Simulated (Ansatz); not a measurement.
Ionic part of the dielectric constant of NaI, mode by mode

Method: Ansatz 0.2.0, DFT PBE, scalar-relativistic, plane waves, PAW. Cutoff 420 eV, 6×6×6 k-points (Γ-centred), fixed occupations. No spin polarisation. Phonons by linear response, acoustic sum rule imposed.

It takes space group Fm-3m (No. 225, cubic). The conventional cell has a = 6.528 Å, b = 6.528 Å, c = 6.528 Å, α = 90.00°, β = 90.00°, γ = 90.00°. Na (site symmetry m-3m) has 6 I at 3.26 Å as nearest neighbours. Around I (site symmetry m-3m) lie 6 Na at 3.26 Å.

Spin–orbit coupling is left out, which matters for heavy elements.

The primitive cell has V = 69.55 Å³ and ε∞,yy = 3.331. Each polar mode adds Δε = (4.92064×10⁷/V)·S/ν² along y, with S its oscillator strength in e²/amu, ν in cm⁻¹ and V in Å³.

**Question.** From these modes, find each Δε and ε0,yy.
```tsv
ν (cm⁻¹)	S_yy (e²/amu)
103.3	0.07519
```

**Answer.**
| ν (cm⁻¹) | Δε |
| --- | --- |
| 103.3 | 4.98 |

The sum is 4.984, so ε0,yy = 8.31; the run's tensor has 8.32.

**Question.** Where do the longitudinal modes lie for a wave vector along y?

**Answer.** At 163 cm⁻¹. The Lyddane–Sachs–Teller product Π(ν_LO/ν_TO)² = 2.50 matches ε0/ε∞ = 2.50.

Cost: 1 run of about 0.81 core-minutes, on Intel Xeon Platinum 8259CL (Skylake/Cascade Lake) (shared hosts).